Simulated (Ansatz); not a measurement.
**W under changes of volume**

One of the cells (15.848 Å³/atom); the others are scaled copies at fixed shape and fractional positions:

```
CELL_PARAMETERS angstrom
-1.58234 1.58234 1.58234
1.58234 -1.58234 1.58234
1.58234 1.58234 -1.58234
ATOMIC_POSITIONS crystal
W 0.00000 0.00000 0.00000
```

```yaml
Program: Ansatz 0.2.0
Functional: PBE
Dispersion: D4
Potentials_or_basis: Ansatz PAW
Cutoff: "420 eV (not typed: the program's choice for these potentials)"
k_mesh: 12 × 12 × 12
Occupations: fermi-dirac, width 0.05 eV
Spin: no spin polarisation
```

```tsv
volume (Å³/atom)	energy over the lowest point (meV/atom)	pressure (GPa)
14.897	55.35	20.7
15.214	22.47	12.7
15.531	?	?
15.848	0.00	-1.0
16.165	7.77	-6.9
16.482	26.70	-12.3
16.798	55.78	-17.2
```

What does the run at 15.531 Å³/atom give?

Energy over the lowest point 4.50 meV/atom; pressure 5.5 GPa.

Worked out: A Birch-Murnaghan fit of order 3 (a polynomial in V^(-2/3)) to the other rows has its minimum at 15.80 Å³/atom with B0 = V·E''(V) = 314 GPa and B' = 3.7. It gives 4.48 meV/atom at 15.531 Å³/atom, against the run's 4.50, and -dE/dV = 5.6 GPa, against 5.5.

Energies are extrapolated to zero smearing.

Caveats: pairwise dispersion overbinds metals, which lowers pressure and volume.
